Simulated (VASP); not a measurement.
**From VASP inputs to Ansatz: LiF (strained rocksalt)**

INCAR

```
IBRION = -1
METAGGA = R2SCAN
NELM = 120
ISMEAR = 0
NBANDS = 12
EDIFF = 1E-7
LCHARG = .FALSE.
LREAL = .FALSE.
LASPH = .TRUE.
LWAVE = .FALSE.
NSW = 0
PREC = Accurate
ENCUT = 520
ISIF = 2
ALGO = Normal
SIGMA = 0.01
```

KPOINTS

```
KPOINTS created by Atomic Simulation Environment
0
Gamma
10 10 10
0 0 0
```

KPOINTS_OPT

```
special points
7
Reciprocal
0.0000000000 0.0000000000 0.0000000000 1
0.5000000000 0.0000000000 0.5000000000 1
0.6250000000 0.2500000000 0.6250000000 1
0.3750000000 0.3750000000 0.7500000000 1
0.5000000000 0.5000000000 0.5000000000 1
0.5000000000 0.2500000000 0.7500000000 1
0.0375000000 0.0375000000 0.0750000000 1
```

POSCAR

```
Li F
 1.0000000000000000
     0.0000000000000000    1.9948717392999999    2.0148204566999999
     1.9948717392999999    0.0000000000000000    2.0148204566999999
     1.9948717392999999    1.9948717392999999    0.0000000000000000
 Li  F
   1   1
Cartesian
  0.0000000000000000  0.0000000000000000  0.0000000000000000
  1.9948717392999997  1.9948717392999997  2.0148204566999994
```

VASP ran with the recommended PBE PAW datasets (10 valence electrons in the cell).

Question: Translate these files to an Ansatz input.

Answer: 

```yaml
crystal:
  lattice:
    - [0.0, 1.9948717393, 2.0148204567]
    - [1.9948717393, 0.0, 2.0148204567]
    - [1.9948717393, 1.9948717393, 0.0]
  atoms:
    - { symbol: Li, position: [0.0, 0.0, 0.0] }
    - { symbol: F, position: [0.5, 0.5, 0.5] }
kpoints:
  mp_grid: { grid: [10, 10, 10] }
  band_path:
    path:
      - [0.0, 0.0, 0.0]
      - [0.5, 0.0, 0.5]
      - [0.625, 0.25, 0.625]
      - [0.375, 0.375, 0.75]
      - [0.5, 0.5, 0.5]
      - [0.5, 0.25, 0.75]
      - [0.0375, 0.0375, 0.075]
    npoints: 1
hamiltonian:
  xc: r2scan
scf:
  occupations: { method: fixed }
  n_extra_bands: 4
output:
  forces: true
  stress: true
  eigenvalues: true
```

Other inputs would serve too.

```json
{"": "gap between bands v and c", "VASP": "10.44 eV", "Ansatz": "10.22 eV"}
{"": "least direct gap", "VASP": "10.44 eV", "Ansatz": "10.22 eV"}
{"": "pressure", "VASP": "-1.6 GPa", "Ansatz": "-0.7 GPa"}
```

Datasets and cutoffs are each program's own. VASP's cell holds 10 valence electrons and Ansatz's 10. Ansatz's stress includes a Pulay correction; VASP's doesn't.
